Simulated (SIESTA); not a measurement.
Runs of SIESTA 5.4.2 on GaN. It takes space group P6_3mc (No. 186, hexagonal). The conventional cell has a = 3.180 Å, b = 3.180 Å, c = 5.166 Å, α = 90.00°, β = 90.00°, γ = 120.00°. Around Ga (site symmetry 3m) lie 4 N at 1.94 to 1.95 Å. N (site symmetry 3m) has 4 Ga at 1.94 to 1.95 Å as nearest neighbours. 

| task | level | potentials or basis | cell | k mesh | broadening (eV) | window to (eV) | optical mesh offset | force tolerance | optimiser | energy shift | gap on the mesh (eV) | pressure (GPa) | relaxed volume (Å³/atom) | largest force (eV/Å) |
| --- | --- | --- | --- | --- | --- | --- | --- | --- | --- | --- | --- | --- | --- | --- |
| optical spectrum | LDA | PseudoDojo 0.4 standard (LDA files), TZP (energy shift 0.002 Ry; radii capped at 9.5 bohr) | as given | 8 × 8 × 4 | 0.2 eV | 40 eV | true | - | - | 0.002 Ry | 2.00 | -1.2 | - | 0.11 |
| relaxation of cell and atoms | PBEsol | PseudoDojo 0.4 standard (PBEsol files), DZP (energy shift 0.003 Ry; two zetas on semicore shells) | relaxed | 10 × 10 × 5 | - | - | - | 0.02 eV/Å | - | 0.003 Ry | 1.88 | -0.1 | 11.54 | 0.01 |
| relaxation of cell and atoms | SOGGA | PseudoDojo 0.4 standard (PBEsol files), DZP (energy shift 0.002 Ry; radii capped at 9.5 bohr) | relaxed | 10 × 10 × 5 | - | - | - | 0.01 eV/Å | CG | 0.002 Ry | 1.78 | 0.0 | 11.54 | 0.01 |
| band structure | PBEsol | PseudoDojo 0.4 standard (PBEsol files), DZP (energy shift 0.003 Ry; two zetas on semicore shells) | as given | 10 × 10 × 5 | - | - | - | - | - | 0.003 Ry | 2.02 | (a) | - | (b) |
| optical spectrum | PBE | PseudoDojo 0.4 standard (PBE files), TZP (energy shift 0.002 Ry; radii capped at 9.5 bohr) | as given | 8 × 8 × 4 | 0.3 eV | 40 eV | true | - | - | 0.002 Ry | (c) | (d) | - | 0.12 |

Alike in all rows: no spin polarisation; smearing fermi-dirac 0.05 eV; grid cutoff 800 Ry.

**Question.** Estimate the missing entries.

**Answer.** (a) 3.8; (b) 0.13; (c) 1.98; (d) 10.7.

Caveats: the basis of atomic orbitals isn't converged, which shifts pressures, moduli and gaps; semicore shells carry a single zeta, which can move pressures by several GPa and volumes by a few percent (some runs); the basis holds too few empty states to meet the f-sum rule, so the spectrum is short of weight at high energy (some runs); an odd mesh through Γ misses points on the zone boundary, where band edges often lie (some runs); the potentials were made for another functional, which shifts forces and pressure (some runs).

A k mesh can miss the band edges, and the runs leave out spin-orbit coupling on Ga.

Not every run made on this cell is shown here.
